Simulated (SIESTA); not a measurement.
Runs of SIESTA 5.4.2 on AgCl (Chlorargyrite). Symmetry: Fm-3m, No. 225, cubic system. The conventional cell has a = 5.470 Å, b = 5.470 Å, c = 5.470 Å, α = 90.00°, β = 90.00°, γ = 90.00°. Around Ag (site symmetry m-3m) lie 6 Cl at 2.73 Å. Cl (site symmetry m-3m) is surrounded by 6 Ag at 2.73 Å. 

```csv
task,level,potentials or basis,gap on the mesh (eV),pressure (GPa),V0 of scaled cells (Å³/atom),B0 (GPa)
equation of state,LDA,"PseudoDojo 0.4 standard (LDA files), DZP (energy shift 0.003 Ry; two zetas on semicore shells)",-,-,19.35,73
band structure,BLYP,"PseudoDojo 0.4 standard (PBE files), DZP (energy shift 0.003 Ry; two zetas on semicore shells)",(a),8.7,-,-
band structure,LDA,"PseudoDojo 0.4 standard (LDA files), DZP (energy shift 0.003 Ry; two zetas on semicore shells)",0.87,-3.5,-,-
band structure,AM05,"PseudoDojo 0.4 standard (PBEsol files), DZP (energy shift 0.003 Ry; two zetas on semicore shells)",(b),0.7,-,-
equation of state,PBEsol,"PseudoDojo 0.4 standard (PBEsol files), DZP (energy shift 0.003 Ry; two zetas on semicore shells)",-,-,20.29,(c)
```

Alike in all rows: no spin polarisation; cell as given; k mesh 8 × 8 × 8; smearing fermi-dirac 0.05 eV; grid cutoff 800 Ry; energy shift 0.003 Ry.

Problem. Estimate the missing entries.

Solution. (a) 1.25; (b) 1.05; (c) 61.

Caveats: short orbitals over semicore shells can move pressures by several GPa; the basis of atomic orbitals isn't converged, which shifts pressures, moduli and gaps; the potentials were made for another functional, which shifts forces and pressure (some runs).

A k mesh can miss the band edges, and the runs leave out spin-orbit coupling on Ag.

Not every run made on this cell is shown here.
